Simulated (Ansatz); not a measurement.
# ZnSe: the cost of one run

Method: DFT LDA, scalar-relativistic, plane waves, PAW, in Ansatz 0.2.0.

16 further runs of the same task are left out: 1 that didn't finish, 15 set aside as unsound or not needed.

### 1 The starting structure

It takes space group P4/nmm (No. 129, tetragonal). Conventional cell: a = 3.983 Å, b = 3.983 Å, c = 5.256 Å, α = 90.00°, β = 90.00°, γ = 90.00°. Zn (site symmetry -4m2) has 4 Se at 2.48 Å and 4 Zn at 2.82 Å as nearest neighbours. Around Se (site symmetry 4mm) lie 4 Zn at 2.48 Å.

Coordinates:

```
Zn Se
1.0
     3.98277    0.00000    0.00000
     0.00000    3.98277    0.00000
     0.00000    0.00000    5.25644
Zn Se
2 2
Direct
  0.00000 0.00000 0.00000
  0.50000 0.50000 0.00000
  0.00000 0.50000 0.27967
  0.50000 0.00000 0.72033
```

It goes back to an entry of the Materials Project, which need not be the stable form.

It is the result of an earlier relaxation at this level (volume 20.85 Å³/atom; gap on the mesh: 1.56 eV).

### 2 What is varied

Atoms count from 1 in the order of the input.

The energy is mapped over a free internal coordinate and the cell.

- shift of Se3 along [0 0 1], its symmetry partners moved as symmetry demands (measured in the relaxed cell): 7 values from −0.297 to 0.297 Å
- volume per atom at fixed shape: 7 values from 17.93 to 23.76 Å³

Nothing else is relaxed (all other coordinates fixed). Energies count from the relaxed crystal. Points are written as (first, second).

### 3 The run at (−0.297 Å, 17.93 Å³)

input.yaml reads:

```yaml
crystal:
  lattice:
    - [3.7875101274, 0.0, 0.0]
    - [0.0, 3.7875101274, 0.0]
    - [0.0, 0.0, 4.9987337378]
  atoms:
    - { symbol: Zn, position: [0.0, 0.0, 0.0] }
    - { symbol: Zn, position: [0.5, 0.5, 0.0] }
    - { symbol: Se, position: [0.0, 0.5, 0.2231634165] }
    - { symbol: Se, position: [0.5, 0.0, 0.7768365835] }
basis:
  ecutwfc: 520.0
kpoints:
  mp_grid: { grid: [8, 8, 6] }
hamiltonian:
  xc: lda
scf:
  occupations: { method: gaussian, width: 0.05 }
output:
  forces: true
  stress: true
  eigenvalues: true
```

Started as:

```
ansatz run input.yaml --threads 1 --pin off --max-ram 2048MiB --backend cpu --events-out ev --progress --plain --runs-dir out
```

What time and memory should one allow on 1 thread of Intel Xeon Platinum 8259CL at 2.50GHz (Skylake/Cascade Lake), shared host?

About 11 s, with a peak of 0.49 GiB.
